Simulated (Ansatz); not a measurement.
A series in volume per atom on Ir

Results calculated with Ansatz 0.2.0 development build, not measured. Equation of state of a cubic crystal from periodic Kohn-Sham density functional theory without spin; pressure corrected for the finite basis.

Cell of the first row (space group Fd-3m, No. 227):
```
CELL_PARAMETERS angstrom
0.00000 2.72860 2.72860
2.72860 0.00000 2.72860
2.72860 2.72860 0.00000
ATOMIC_POSITIONS crystal
Ir 0.00000 0.00000 0.00000
Ir 0.25000 0.25000 0.25000
```

Settings of every row: formula Ir; structure type diamond; functional PBE; spin treatment none; k mesh 17x17x17; occupation method fermi-dirac; occupation width 0.061225619 eV; wave cutoff 420 eV; datasets soft-1 PAW; density cutoff ratio 4.

Limits: a cubic model structure, not a phase known at ambient conditions; no spin-orbit coupling, which can matter with elements this heavy.

| row | volume per atom (Å³) | energy above lowest point (meV/atom) | pressure (GPa) |
| --- | --- | --- | --- |
| 1 | 20.316 | 47.84 | 12.921 |
| 2 | 20.748 | ? | ? |
| 3 | 21.181 | 4.32 | 3.584 |
| 4 | 21.613 | 0 | -0.307 |
| 5 | 22.045 | 5.58 | -3.755 |
| 6 | 22.477 | 19.9 | -6.806 |
| 7 | 22.91 | 41.98 | -9.504 |

Question: what energy above lowest point and pressure should row 2 give?

Worked fit of energy above lowest point. Take u = (V_r/V)^(2/3) − 1 with V_r = 21.829 Å³ an atom, which is twice the finite (Eulerian) strain; such expansions in the strain, on which the Birch-Murnaghan equation of state is built, carry the rest volume and the bulk modulus. The shown rows have u = 0.04905, 0.02029, 0.00665, -0.00654, -0.01931, -0.03171. Least squares give energy above lowest point = 1.642 − 425.77 × u + 27161.9 × u² + 14703 × u³ meV/atom; a parabola predicts inner rows, each left out in turn, worse (root mean square 0.29 against 0.031 meV/atom). The rows lie off it by 0.00, 0.01, -0.02, 0.00, 0.01, -0.01. Its lowest point lies at u = 0.0078, or V = 21.58 Å³ an atom, and the curvature there gives the bulk modulus at fixed shape and fractions, B = (4/9)(1 + u)² E″(u)/V = 184 GPa. The withheld row has u = 0.03444, so the fit gives 1.642 − 425.77 × (0.03444) + 27161.9 × (0.03444)² + 14703 × (0.03444)³ = 19.80 meV/atom.

The calculation gave 19.79 meV/atom. The fit lies 0.01 meV/atom (0.021 % of the column's range) above it, one unit of the last digit.

Worked fit of pressure. Take u = (V_r/V)^(2/3) − 1 with V_r = 21.829 Å³ an atom, which is twice the finite (Eulerian) strain; such expansions in the strain, on which the Birch-Murnaghan equation of state is built, carry the rest volume and the bulk modulus. The shown rows have u = 0.04905, 0.02029, 0.00665, -0.00654, -0.01931, -0.03171. Least squares give pressure = −2.084 + 261.263 × u + 879.52 × u² + 626.4 × u³ GPa; a parabola predicts inner rows, each left out in turn, worse (root mean square 0.013 against 0.00099 GPa). The rows lie off it by 0.000, 0.000, 0.001, 0.000, 0.000, 0.000. The pressure vanishes at u = 0.0078, or V = 21.58 Å³ an atom, and there the bulk modulus at fixed shape and fractions is B = −V dP/dV = (2/3)(1 + u) dP/du = 185 GPa. The withheld row has u = 0.03444, so the fit gives −2.084 + 261.263 × (0.03444) + 879.52 × (0.03444)² + 626.4 × (0.03444)³ = 7.983 GPa.

The calculation gave 7.973 GPa. The fit lies 0.010 GPa (0.045 % of the column's range) above it; its largest miss of a shown row is 0.001 GPa.
